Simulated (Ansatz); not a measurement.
BeS: one input, then a changed one

The structure comes from a relaxation in the same program, started in the rocksalt type. Whether it is a known phase or the ground state wasn't checked. The listed cell was then made from it by scaling, straining or moving an atom.

First run: DFT, PBE, PAW with Ansatz's default frozen-core files, scalar-relativistic (Ansatz 0.2.0).

Command: `ansatz run input.yaml --threads 1 --pin off --max-ram 2048MiB --backend cpu --events-out ev --progress --plain --runs-dir out` The run took 2.2 s on 1 thread of Arm Neoverse V1 (shared host), peak memory 0.3 GiB.

```yaml
crystal:
  lattice:
    - [0.0, 2.2752257404, 2.2752257404]
    - [2.2752257404, 0.0, 2.2752257404]
    - [2.2752257404, 2.2752257404, 0.0]
  atoms:
    - { symbol: Be, position: [0.0, 0.0, 0.0] }
    - { symbol: S, position: [0.5, 0.5, 0.5] }
kpoints:
  mp_grid: { grid: [13, 13, 13] }
scf:
  occupations: { method: fermi_dirac, width: 0.08 }
hamiltonian:
  xc: pbe
  pseudopotentials: { kind: paw }
output:
  forces: true
  stress: true
  eigenvalues: true
  efg: { contact_densities: true }
```

Result: converged; pressure 6.12 GPa; gap on the k mesh 1.03 eV (the mesh can miss the band edges); 6 SCF iterations.

The input is then changed:

```diff
@@ -8,7 +8,8 @@
     - { symbol: S, position: [0.5, 0.5, 0.5] }
 kpoints:
-  mp_grid: { grid: [13, 13, 13] }
+  mp_grid: { grid: [13, 13, 13], shift: [0.5, 0.5, 0.5] }
 scf:
   occupations: { method: fermi_dirac, width: 0.08 }
+  convergence: { dr2_threshold: 1.0e-11 }
 hamiltonian:
   xc: pbe
@@ -19,3 +20,7 @@
   eigenvalues: true
   efg: { contact_densities: true }
+  write_density: true
+  write_potential: true
+  elf: true
+  volumetric_format: npy
```

(1) What does the second run give?

Results:

(1) It converged; energy at zero smearing 0.0 meV/atom from the first run; pressure 6.11 GPa; gap on the k mesh 1.09 eV (the mesh can miss the band edges); 8 SCF iterations.
